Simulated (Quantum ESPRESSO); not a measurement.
# Co (P6_3/mmc) in Quantum ESPRESSO: equation of state

How stiff is Co in PBEsol, and what volume does it want? The cell is scaled to several volumes.

Everything below comes from runs of Quantum ESPRESSO 7.5. Logs are shortened: lines on timing, memory, paths and dates and some standing lists are left out, and cuts for length are marked.

## (1) The crystal as given

It takes space group P6_3/mmc (No. 194, hexagonal). Conventional cell: a = 2.472 Å, b = 2.472 Å, c = 4.021 Å, α = 90.00°, β = 90.00°, γ = 120.00°. Co (site symmetry -6m2) is surrounded by 12 Co at 2.47 Å.

## (2) Single point, PBEsol, collinear spin, ferromagnetic start, 10.00 Å³/atom

File pw.in:

```
&CONTROL
  calculation = 'scf'
  prefix = 'pwscf'
  outdir = './tmp'
  pseudo_dir = './pseudo'
  tprnfor = .true.
  tstress = .true.
  disk_io = 'nowf'
/
&SYSTEM
  ibrav = 0
  nat = 2
  ntyp = 1
  ecutwfc = 56
  ecutrho = 448
  nbnd = 28
  occupations = 'smearing'
  smearing = 'fd'
  degauss = 0.00367493
  nspin = 2
  starting_magnetization(1) = 0.1176
/
&ELECTRONS
  conv_thr = 4d-10
  electron_maxstep = 120
  mixing_beta = 0.3
/
ATOMIC_SPECIES
Co    58.9332 co_pbesol_v1.2.uspp.F.UPF
CELL_PARAMETERS angstrom
   2.4215367659    0.0000000000    0.0000000000
  -1.2107683830    2.0971123555    0.0000000000
   0.0000000000    0.0000000000    3.9390568819
ATOMIC_POSITIONS crystal
Co     0.6666666667    0.3333333333    0.7500000000
Co     0.3333333333    0.6666666667    0.2500000000
K_POINTS automatic
12 12 7 0 0 0
```

Potentials or basis: GBRV 1.5 PBEsol.

Started as:

```bash
$ OMP_NUM_THREADS=1 mpirun -n 2 pw.x -nk 2 -in pw.in > pw.out
```

pw.out:

```text
This program is part of the open-source Quantum ESPRESSO suite
     for quantum simulation of materials; please cite
[... 6 lines left out ...]
     using ibrav=0 with symmetry is DISCOURAGED, use correct ibrav instead

     K-points division:     npool     =       2
     Subspace diagonalization in iterative solution of the eigenvalue problem:
     a serial algorithm will be used

     G-vector sticks info
     --------------------
     sticks:   dense  smooth     PW     G-vecs:    dense   smooth      PW
     Sum         649     313    109                21663     7583    1389

     Using Slab Decomposition

     bravais-lattice index     =            0
     lattice parameter (alat)  =       4.5760  a.u.
     unit-cell volume          =     134.9900 (a.u.)^3
     number of atoms/cell      =            2
     number of atomic types    =            1
     number of electrons       =        34.00
     number of Kohn-Sham states=           28
     kinetic-energy cutoff     =      56.0000  Ry
     charge density cutoff     =     448.0000  Ry
     scf convergence threshold =      4.0E-10
     mixing beta               =       0.3000
     number of iterations used =            8  plain     mixing
     Exchange-correlation= SLA  PW   PSX  PSC
                           (   1   4  10   8   0   0   0)

     celldm(1)=   4.576041  celldm(2)=   0.000000  celldm(3)=   0.000000
     celldm(4)=   0.000000  celldm(5)=   0.000000  celldm(6)=   0.000000

     crystal axes: (cart. coord. in units of alat)
               a(1) = (   1.000000   0.000000   0.000000 )
               a(2) = (  -0.500000   0.866025   0.000000 )
               a(3) = (   0.000000   0.000000   1.626676 )

     reciprocal axes: (cart. coord. in units 2 pi/alat)
               b(1) = (  1.000000  0.577350 -0.000000 )
               b(2) = (  0.000000  1.154701  0.000000 )
               b(3) = (  0.000000 -0.000000  0.614750 )

     PseudoPot. # 1 for Co read from file:
     co_pbesol_v1.2.uspp.F.UPF
     Pseudo is Ultrasoft + core correction, Zval = 17.0
     Generated by new atomic code, or converted to UPF format
     Using radial grid of  863 points,  6 beta functions with:
                l(1) =   0
                l(2) =   0
                l(3) =   1
                l(4) =   1
                l(5) =   2
                l(6) =   2
     Q(r) pseudized with  8 coefficients,  rinner =    1.200   1.200   1.200
                                                       1.200   1.200

     atomic species   valence    mass     pseudopotential
     Co               17.00    58.93320     Co( 1.00)

     Starting magnetic structure
     atomic species   magnetization
     Co              0.118

     24 Sym. Ops., with inversion, found (12 have fractional translation)

   Cartesian axes

     site n.     atom                  positions (alat units)
         1        Co     tau(   1) = (   0.5000000   0.2886751   1.2200074  )
         2        Co     tau(   2) = (  -0.0000000   0.5773503   0.4066691  )

     number of k points=    76  Fermi-Dirac smearing, width (Ry)=  0.0037
                       cart. coord. in units 2pi/alat
        k(    1) = (   0.0000000   0.0000000   0.0000000), wk =   0.0009921
        k(    2) = (   0.0000000   0.0000000   0.0878215), wk =   0.0019841
        k(    3) = (   0.0000000   0.0000000   0.1756430), wk =   0.0019841
        k(    4) = (   0.0000000   0.0000000   0.2634645), wk =   0.0019841
        k(    5) = (   0.0000000   0.0962250   0.0000000), wk =   0.0059524
        k(    6) = (   0.0000000   0.0962250   0.0878215), wk =   0.0119048
[... 68 lines left out ...]
        k(   75) = (   0.3333333   0.5773503   0.1756430), wk =   0.0039683
        k(   76) = (   0.3333333   0.5773503   0.2634645), wk =   0.0039683

     Dense  grid:    21663 G-vectors     FFT dimensions: (  32,  32,  54)

     Smooth grid:     7583 G-vectors     FFT dimensions: (  24,  24,  36)

     Check: negative core charge=   -0.000038
     Generating pointlists ...
     new r_m :   0.4114 (alat units)  1.8828 (a.u.) for type    1

     Initial potential from superposition of free atoms

     starting charge      32.0000, renormalised to      34.0000
     Starting wfcs are   26 randomized atomic wfcs +    2 random wfcs

     Self-consistent Calculation

     iteration #  1     ecut=    56.00 Ry     beta= 0.30
     Davidson diagonalization with overlap
     ethr =  1.00E-02,  avg # of iterations =  4.6

     total energy              =    -593.72917043 Ry
     estimated scf accuracy    <      13.52071503 Ry

     total magnetization       =     2.01 Bohr mag/cell
     absolute magnetization    =     2.06 Bohr mag/cell

     iteration #  2     ecut=    56.00 Ry     beta= 0.30
     Davidson diagonalization with overlap
     ethr =  1.00E-02,  avg # of iterations =  2.0

     total energy              =    -596.48688717 Ry
     estimated scf accuracy    <       0.32805929 Ry

     total magnetization       =     3.06 Bohr mag/cell
     absolute magnetization    =     3.21 Bohr mag/cell

     iteration #  3     ecut=    56.00 Ry     beta= 0.30
     Davidson diagonalization with overlap
     ethr =  9.65E-04,  avg # of iterations =  1.2

     total energy              =    -596.54573988 Ry
     estimated scf accuracy    <       0.00668351 Ry

     total magnetization       =     3.12 Bohr mag/cell
     absolute magnetization    =     3.29 Bohr mag/cell

     iteration #  4     ecut=    56.00 Ry     beta= 0.30
     Davidson diagonalization with overlap
     ethr =  1.97E-05,  avg # of iterations =  3.4

     total energy              =    -596.54662107 Ry
     estimated scf accuracy    <       0.00191556 Ry

     total magnetization       =     3.12 Bohr mag/cell
     absolute magnetization    =     3.32 Bohr mag/cell

     iteration #  5     ecut=    56.00 Ry     beta= 0.30
     Davidson diagonalization with overlap
     ethr =  5.63E-06,  avg # of iterations =  2.0

     total energy              =    -596.54708383 Ry
     estimated scf accuracy    <       0.00029170 Ry

     total magnetization       =     3.12 Bohr mag/cell
     absolute magnetization    =     3.38 Bohr mag/cell

     iteration #  6     ecut=    56.00 Ry     beta= 0.30
     Davidson diagonalization with overlap
     ethr =  8.58E-07,  avg # of iterations =  1.2

     total energy              =    -596.54715904 Ry
     estimated scf accuracy    <       0.00007414 Ry

     total magnetization       =     3.13 Bohr mag/cell
     absolute magnetization    =     3.39 Bohr mag/cell

     iteration #  7     ecut=    56.00 Ry     beta= 0.30
     Davidson diagonalization with overlap
     ethr =  2.18E-07,  avg # of iterations =  1.9

     total energy              =    -596.54719350 Ry
     estimated scf accuracy    <       0.00001584 Ry

     total magnetization       =     3.14 Bohr mag/cell
     absolute magnetization    =     3.42 Bohr mag/cell

     iteration #  8     ecut=    56.00 Ry     beta= 0.30
     Davidson diagonalization with overlap
     ethr =  4.66E-08,  avg # of iterations =  1.2

     total energy              =    -596.54719764 Ry
     estimated scf accuracy    <       0.00000184 Ry

     total magnetization       =     3.15 Bohr mag/cell
     absolute magnetization    =     3.44 Bohr mag/cell

     iteration #  9     ecut=    56.00 Ry     beta= 0.30
     Davidson diagonalization with overlap
     ethr =  5.40E-09,  avg # of iterations =  1.0

     total energy              =    -596.54719784 Ry
     estimated scf accuracy    <       0.00000084 Ry

     total magnetization       =     3.15 Bohr mag/cell
     absolute magnetization    =     3.44 Bohr mag/cell

     iteration # 10     ecut=    56.00 Ry     beta= 0.30
     Davidson diagonalization with overlap
     ethr =  2.48E-09,  avg # of iterations =  1.2

     total energy              =    -596.54719803 Ry
     estimated scf accuracy    <       0.00000006 Ry

     total magnetization       =     3.15 Bohr mag/cell
     absolute magnetization    =     3.44 Bohr mag/cell

     iteration # 11     ecut=    56.00 Ry     beta= 0.30
     Davidson diagonalization with overlap
     ethr =  1.79E-10,  avg # of iterations =  1.5

     total energy              =    -596.54719806 Ry
     estimated scf accuracy    <          2.3E-09 Ry

     total magnetization       =     3.15 Bohr mag/cell
     absolute magnetization    =     3.44 Bohr mag/cell

     iteration # 12     ecut=    56.00 Ry     beta= 0.30
     Davidson diagonalization with overlap
     ethr =  6.70E-12,  avg # of iterations =  1.9

     Magnetic moment per site  (integrated on atomic sphere of radius R)
     atom   1 (R=0.411)  charge= 15.5360  magn=  1.6422
     atom   2 (R=0.411)  charge= 15.5360  magn=  1.6422

     End of self-consistent calculation

     Number of k-points >= 100: set verbosity='high' to print the bands.

     the Fermi energy is    20.1820 ev

!    total energy              =    -596.54719808 Ry
     estimated scf accuracy    <          2.9E-11 Ry
     smearing contrib. (-TS)   =      -0.00109081 Ry
     internal energy E=F+TS    =    -596.54610727 Ry

     The total energy is F=E-TS. E is the sum of the following terms:
     one-electron contribution =    -291.32037450 Ry
     hartree contribution      =     169.59211672 Ry
     xc contribution           =     -64.81076863 Ry
     ewald contribution        =    -410.00708085 Ry

     total magnetization       =     3.15 Bohr mag/cell
     absolute magnetization    =     3.44 Bohr mag/cell

     convergence has been achieved in  12 iterations

     Forces acting on atoms (cartesian axes, Ry/au):

     atom    1 type  1   force =    -0.00000000   -0.00000000    0.00000000
     atom    2 type  1   force =     0.00000000    0.00000000    0.00000000

     Total force =     0.000000     Total SCF correction =     0.000000

     Computing stress (Cartesian axis) and pressure

          total   stress  (Ry/bohr**3)                   (kbar)     P=       97.16
   0.00073334   0.00000000   0.00000000          107.88        0.00        0.00
   0.00000000   0.00073334   0.00000000            0.00      107.88        0.00
   0.00000000   0.00000000   0.00051470            0.00        0.00       75.72

=------------------------------------------------------------------------------=
   JOB DONE.
=------------------------------------------------------------------------------=
```

Run time: 30 s. Hardware: 2 MPI ranks of Arm Neoverse V2, shared host; peak memory 0.24 GiB.

What came out:

```
Free energy                                           : -8116.4381 eV
Pressure                                              : 9.7 GPa
Band gap on the k mesh                                : none (metal or under the smearing width)
Net moment                                            : 3.15 μB per cell
Absolute moment                                       : 3.44 μB per cell
Site moments                                          : Co +1.64 μB
Valence electrons inside the program's atomic spheres : Co 15.54
```

(Continued in part 2 of 2.)
